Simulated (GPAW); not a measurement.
# Rh (Fm-3m) in GPAW: settings compared, part 2 of 2

GPAW 26.7.0.

### 4 Single point, PBE

The input, run.py:

```python
from ase.dft.bandgap import bandgap
from ase.io import read, write
from ase.units import GPa
from gpaw import GPAW, PW

atoms = read('Rh.xyz')

calc = GPAW(mode=PW(500),
            xc='PBE',
            kpts={'size': (12, 12, 12), 'gamma': True},
            occupations={'name': 'fermi-dirac', 'width': 0.05},
            nbands=16,
            convergence={'density': 1e-05, 'energy': 1e-05},
            maxiter=100,
            txt='gpaw.txt')
atoms.calc = calc
energy = atoms.get_potential_energy()
forces = atoms.get_forces()
stress = atoms.get_stress()
calc.write('gs.gpw')
write('result.traj', atoms)
print(f'Energy: {energy:.6f} eV')
print('Forces (eV/A):')
print(forces.round(4))
print('Stress (GPa):', (stress / GPa).round(3))
print('Fermi level:', round(calc.get_fermi_level(), 4), 'eV')
print(f'Gap: {bandgap(calc)[0]:.4f} eV, direct: {bandgap(calc, direct=True)[0]:.4f} eV')
```

The input, Rh.xyz:

```xyz
1
Lattice="0.0000000000 1.8978500000 1.8978500000 1.8978500000 0.0000000000 1.8978500000 1.8978500000 1.8978500000 0.0000000000" Properties=species:S:1:pos:R:3 pbc="T T T"
Rh     0.0000000000      0.0000000000      0.0000000000
```

Potentials or basis: GPAW PAW data sets (gpaw-data 1.2.1), pw.

Command:

```sh
> OMP_NUM_THREADS=1 python run.py
```

gpaw.txt:

```text
__  _  _
 | _ |_)|_||  |
 |__||  | ||/\| - 26.7.0

Input parameters:
  mode=PW(ecut=500.0),
  convergence={'density': 1e-05, 'energy': 1e-05},
  kpts=MonkhorstPack(size=(12, 12, 12), gamma=True),
  maxiter=100,
  nbands=16,
  occupations=Occupations(name='fermi-dirac', width=0.05),
  xc=XC(name='PBE')

Diagonalizing LCAO Hamiltonian
Converting LCAO to pw mode

       Rh

Atoms  # Å, Bohr magnetons
|   | symbol |        x |        y |        z |    initial magnetic moments |
|---|--------|----------|----------|----------|-----------------------------|
| 0 |     Rh | 0.000000 | 0.000000 | 0.000000 | ( 0.0000,  0.0000,  0.0000) |

Unit cell  # Å
| periodic |        x |        y |        z |  lengths |    angles |
|----------|----------|----------|----------|----------|-----------|
|      yes | 0.000000 | 1.897850 | 1.897850 | 2.683965 | 60.000000 |
|      yes | 1.897850 | 0.000000 | 1.897850 | 2.683965 | 60.000000 |
|      yes | 1.897850 | 1.897850 | 0.000000 | 2.683965 | 60.000000 |

Number of symmetries: 48
Symmetry operations  # r_c * U_cc + t_c -> r_c
|    | kind |            matrix            |
|----|------|------------------------------|
|  0 |  σ   |  1, 0, 0,  1, 0,-1,  1,-1, 0 |
|  1 |  C2  |  1, 0, 0,  1,-1, 0,  1, 0,-1 |
|  2 |  E   |  1, 0, 0,  0, 1, 0,  0, 0, 1 |
|  3 |  σ   |  1, 0, 0,  0, 0, 1,  0, 1, 0 |
|  4 |  C4  |  1, 0,-1,  1, 0, 0,  1,-1, 0 |
|  5 |  S6  |  1, 0,-1,  1,-1, 0,  1, 0, 0 |
|  6 |  σ   |  1, 0,-1,  0, 1,-1,  0, 0,-1 |
|  7 |  C3  |  1, 0,-1,  0, 0,-1,  0, 1,-1 |
|  8 |  S6  |  1,-1, 0,  1, 0, 0,  1, 0,-1 |
|  9 |  C4  |  1,-1, 0,  1, 0,-1,  1, 0, 0 |
| 10 |  C3  |  1,-1, 0,  0,-1, 1,  0,-1, 0 |
| 11 |  σ   |  1,-1, 0,  0,-1, 0,  0,-1, 1 |
| 12 |  σ   |  0, 1, 0,  1, 0, 0,  0, 0, 1 |
| 13 |  C4  |  0, 1, 0,  0, 1,-1, -1, 1, 0 |
| 14 |  C3  |  0, 1, 0,  0, 0, 1,  1, 0, 0 |
| 15 |  S6  |  0, 1, 0, -1, 1, 0,  0, 1,-1 |
| 16 |  C2  |  0, 1,-1,  1, 0,-1,  0, 0,-1 |
| 17 |  σ   |  0, 1,-1,  0, 1, 0, -1, 1, 0 |
| 18 |  S4  |  0, 1,-1,  0, 0,-1,  1, 0,-1 |
| 19 |  C4  |  0, 1,-1, -1, 1, 0,  0, 1, 0 |
| 20 |  C3  |  0, 0, 1,  1, 0, 0,  0, 1, 0 |
| 21 |  σ   |  0, 0, 1,  0, 1, 0,  1, 0, 0 |
| 22 |  S6  |  0, 0, 1,  0,-1, 1, -1, 0, 1 |
| 23 |  C4  |  0, 0, 1, -1, 0, 1,  0,-1, 1 |
| 24 |  S4  |  0, 0,-1,  1, 0,-1,  0, 1,-1 |
| 25 |  C3  |  0, 0,-1,  0, 1,-1,  1, 0,-1 |
| 26 |  C2  |  0, 0,-1,  0,-1, 0, -1, 0, 0 |
| 27 |  S6  |  0, 0,-1, -1, 0, 0,  0,-1, 0 |
| 28 |  S4  |  0,-1, 1,  1,-1, 0,  0,-1, 0 |
| 29 |  C4  |  0,-1, 1,  0, 0, 1, -1, 0, 1 |
| 30 |  C2  |  0,-1, 1,  0,-1, 0,  1,-1, 0 |
| 31 |  σ   |  0,-1, 1, -1, 0, 1,  0, 0, 1 |
[... 62 lines left out ...]

species:
  Rh:
    name:    Rhodium
    Z:       45.0
    valence: 15
    core:    30
    charge:  0.0  # [|e|]
    compensation charges:
      type: gauss
      rc: 0.38  # [Å]
      lmax: 2
    cutoffs:
      filter: 2.48  # [Å]
      core: 2.35  # [Å]
    projectors
    | kind |    occ | energy [eV] | rcut [Å] |
    |------|--------|-------------|----------|
    |   5s |  1.000 |      -4.297 |    1.270 |
    |   4p |  6.000 |     -50.429 |    1.381 |
    |   5p |  0.000 |      -0.852 |    1.381 |
    |   4d |  8.000 |      -5.942 |    1.244 |
    |    s |        |      22.915 |    1.270 |
    |    d |        |      21.270 |    1.244 |

    Using partial waves for Rh as LCAO basis

Reference energy: -130134.647000  # eV

eigensolver:
  PPCG
  Converge bands: occupied
  niter=2

density mixing:
  MSR1-Mixer
  Pratt-step length: 0.05
  Maximum mixing coefficient: 0.75
  Old densities: 10
  SVD Regularization: 0.005
  Good broyden scale: 1.0
  Trust region scale: 1.0
  Backstep threshold: 4.0
  History deletion threshold: 6.0
  Fourier metric: weight=20.0, sigma=0.015

occupation numbers:
  Fermi-Dirac:
    width: 0.0500  # eV

poisson solver:
  ecut: 4000.0  # eV

xc functional:
  name: PBE with 2 nearest neighbor stencil

convergence criteria:
- Maximum integral of absolute [dens]ity change: 1e-05 electrons / valence electron
- Maximum [total energy] change in last 3 cyles: 1e-05 eV / valence electron
- Maximum integral of absolute [eigenst]ate change: 4e-08 eV^2 / valence electron
maximum number of iterations: 100

SCF iterations
|iter     | |      energy | eigst |  dens |
|---------|-|-------------|-------|-------|
|iter:   1| |   -7.914320 | -0.04 |       |
|iter:   2| |   -7.781005 | -2.79 | -1.10 |
|iter:   3| |   -7.310243 | -2.10 | -1.15 |
|iter:   4| |   -7.306076 | -3.59 | -2.28 |
|iter:   5| |   -7.304655 | -3.51 | -2.48 |
|iter:   6| |   -7.304640 | -6.35 | -3.56 |
|iter:   7| |   -7.304640c| -6.60 | -3.79 |
|iter:   8| |   -7.304640c| -7.65c| -5.07c|

Converged in 8 steps
Energy contributions relative to reference atoms: (reference = -130134.647000)

Energy contributions:
  Kinetic:          -2.361331
  Coulomb:           0.010477
  Zero:             -0.054521
  External:          0.000000
  Xc:               -4.895066
  Entropy:          -0.008399
  Spinorbit:         0.000000
  ----------------------------
  Free energy:      -7.308839
  Extrapolated:     -7.304640

dipole moment: (-11.480167, -11.480167, -11.480167)  # |e|*Ang

Fermi level: 11.945
Eigenvalues  # (at kpt = [-0.000, -0.000, -0.000])
| band index |      eig [eV] | occ [0-2] |
|------------|---------------|-----------|
|          0 |       -34.468 |     2.000 |
|          1 |       -34.468 |     2.000 |
|          2 |       -34.468 |     2.000 |
|          3 |         3.953 |     2.000 |
|          4 |         8.829 |     2.000 |
|          5 |         8.829 |     2.000 |
[... 8 lines left out ...]
|         14 |        44.104 |     0.000 |
|         15 |        44.104 |     0.000 |

No gap
No difference between direct/indirect transitions

Forces  # eV/Ang
|        x |        y |       z |
|----------|----------|---------|
| -0.00000 | -0.00000 | 0.00000 |  # Rh   0

Stress tensor  # eV/Ang^3
|         x |         y |         z |
|-----------|-----------|-----------|
| -0.056378 | -0.000000 | -0.000000 |
| -0.000000 | -0.056378 |  0.000000 |
| -0.000000 |  0.000000 | -0.056378 |

# Writing to gs.gpw (mode='')
```

stdout:

```text
Energy: -7.304640 eV
Forces (eV/A):
[[-0. -0.  0.]]
Stress (GPa): [-9.033 -9.033 -9.033  0.    -0.    -0.   ]
Fermi level: 11.9454 eV
Gap: 0.0000 eV, direct: 0.0000 eV
```

It took 14 s on 1 thread of Arm Neoverse N1, shared host; peak memory 0.13 GiB.

Results:

- Free energy: -7.3088 eV
- Pressure: 9.0 GPa
- Band gap on the k mesh: none (metal or under the smearing width)

Caveat: the cutoff is short for stress and forces, so pressures can be off by a GPa or more.

### 5 Single point, PBE

Changes to run.py since step 4:

```diff
@@ -1,3 +1,4 @@
+from ase import Atoms
 from ase.dft.bandgap import bandgap
-from ase.io import read, write
+from ase.io import write
 from ase.units import GPa
@@ -5,7 +6,12 @@
 
-atoms = read('Rh.xyz')
+atoms = Atoms(['Rh'],
+              cell=[[0.0, 1.89785, 1.89785],
+                    [1.89785, 0.0, 1.89785],
+                    [1.89785, 1.89785, 0.0]],
+              scaled_positions=[[0.0, 0.0, 0.0]],
+              pbc=True)
 
-calc = GPAW(mode=PW(500),
+calc = GPAW(mode=PW(600),
             xc='PBE',
-            kpts={'size': (12, 12, 12), 'gamma': True},
+            kpts={'size': (5, 5, 5), 'gamma': True},
             occupations={'name': 'fermi-dirac', 'width': 0.05},
@@ -13,3 +19,3 @@
             convergence={'density': 1e-05, 'energy': 1e-05},
-            maxiter=100,
+            maxiter=75,
             txt='gpaw.txt')
```

Command:

```sh
> OMP_NUM_THREADS=1 python run.py
```

Wall time 4.8 s (1 thread of Arm Neoverse N1, shared host); peak memory 0.12 GiB.

The run converged, but some of its settings lie outside the range that counts as converged, so its numbers aren't taken as properties of the crystal.

Results:

```yaml
Free_energy: -7.1659 eV
Pressure: 12.1 GPa
Band_gap_on_the_k_mesh: none (metal or under the smearing width)
```

Caveat: the k mesh is coarse (spacing up to 0.57 Å⁻¹), so the values aren't converged.

### 6 Overview

| task | level | potentials or basis | cell | cutoff (eV) | smearing | eigensolver | maxiter | optimizer | fmax | max steps | other keys | gap on the mesh (eV) | pressure (GPa) |
| --- | --- | --- | --- | --- | --- | --- | --- | --- | --- | --- | --- | --- | --- |
| relaxation of cell and atoms | BLYP | PAW data sets generated in the run's folder for this functional, pw | relaxed to 10 GPa | 600 | fermi-dirac 0.05 eV | davidson | 150 | FIRE | 0.01 eV/Å | 40 | - | none | 10.0 |
| single point | PBE | GPAW PAW data sets (gpaw-data 1.2.1), pw | as given | 600 | gaussian 0.012 eV | - | 150 | - | - | - | - | none | 9.2 |
| single point | PBE | GPAW PAW data sets (gpaw-data 1.2.1), pw | as given | 500 | fermi-dirac 0.05 eV | - | 100 | - | - | - | several, not listed | none | 9.0 |

Alike in all rows: no spin polarisation; k mesh 12 × 12 × 12.

Caveats: later steps reuse the first step's grids (some runs); the cutoff is short for stress and forces, so pressures can be off by a GPa or more (some runs).

Total energies depend on the potentials used, so only differences within one code and one set of settings carry meaning.
